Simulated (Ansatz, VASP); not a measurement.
Two plane-wave programs on BN

INCAR

```
ALGO = Normal
EDIFF = 1E-7
ENCUT = 520
GGA = PS
ISIF = 2
ISMEAR = 0
LASPH = T
LCHARG = T
LELF = T
LREAL = F
LVHAR = T
LWAVE = F
NBANDS = 16
NELM = 80
PREC = Accurate
SIGMA = 0.01
```

File KPOINTS:

```
k-points
0
Gamma
  15 15 8
```

Contents of POSCAR:

```
BN
1.0
    2.5405660762      0.0000000000      0.0000000000
   -1.2702830381      2.2001947620      0.0000000000
    0.0000000000      0.0000000000      4.2026526748
B N
2 2
Direct
    0.3333333333      0.6666666667     -0.0096510208
    0.6666666667      0.3333333333      0.4903489792
    0.3333333333      0.6666666667      0.3836510208
    0.6666666667      0.3333333333      0.8836510208
```

Input for Ansatz:

```yaml
crystal:
  lattice:
    - [2.5405660762, 0.0, 0.0]
    - [-1.2702830381, 2.200194762, 0.0]
    - [0.0, 0.0, 4.2026526748]
  atoms:
    - { symbol: B, position: [0.3333333333, 0.6666666667, -0.0096510208] }
    - { symbol: B, position: [0.6666666667, 0.3333333333, 0.4903489792] }
    - { symbol: "N", position: [0.3333333333, 0.6666666667, 0.3836510208] }
    - { symbol: "N", position: [0.6666666667, 0.3333333333, 0.8836510208] }
basis:
  ecutwfc: 420
  xc_grid: 2
kpoints:
  mp_grid: { grid: [15, 15, 8] }
hamiltonian:
  xc: pbesol
  pseudopotentials: { kind: paw, azcp: { folder: soft_1 } }
scf:
  occupations: { method: fixed }
output:
  forces: true
  stress: true
  eigenvalues: true
  polarization: {}
```

Change from the starting cell: polar distortion scaled by 0.85.

Alike in both runs: task single point; functional PBEsol; k mesh 15 × 15 × 8; no spin polarisation.

|  | VASP | Ansatz |
| --- | --- | --- |
| version | VASP 6.6.1 | Ansatz 0.2.0 |
| potentials or method | VASP PAW PBE potentials, release 64 (B, N) | scalar-relativistic, plane waves, PAW |
| plane-wave cutoff (eV) | 520 | 420 |
| occupations | gaussian, width 0.01 eV | fixed |
| valence electrons in the cell | 16 | 16 |

|  | VASP | Ansatz | Ansatz less VASP |
| --- | --- | --- | --- |
| gap on the k mesh at the Fermi level (eV) | 5.31 | 5.32 | +0.012 |
| least direct gap on the mesh (eV) | 7.49 | 7.49 | -0.005 |
| pressure (GPa) | 3.2 | 2.4 | -0.81 |
| largest component of the traceless stress (GPa) | 0.08 | 0.51 | +0.426 |
| rms of the force components (eV/Å) | 0.895 | 0.884 | -0.0108 |

Atom by atom the forces differ by 0.011 eV/Å (rms over components). Ansatz warned: «pseudo_functional_mismatch».

Caveats: the PAW data sets were made with another functional, which shifts forces and pressure a little (VASP); an odd mesh through Γ misses points on the zone boundary, where band edges often lie.
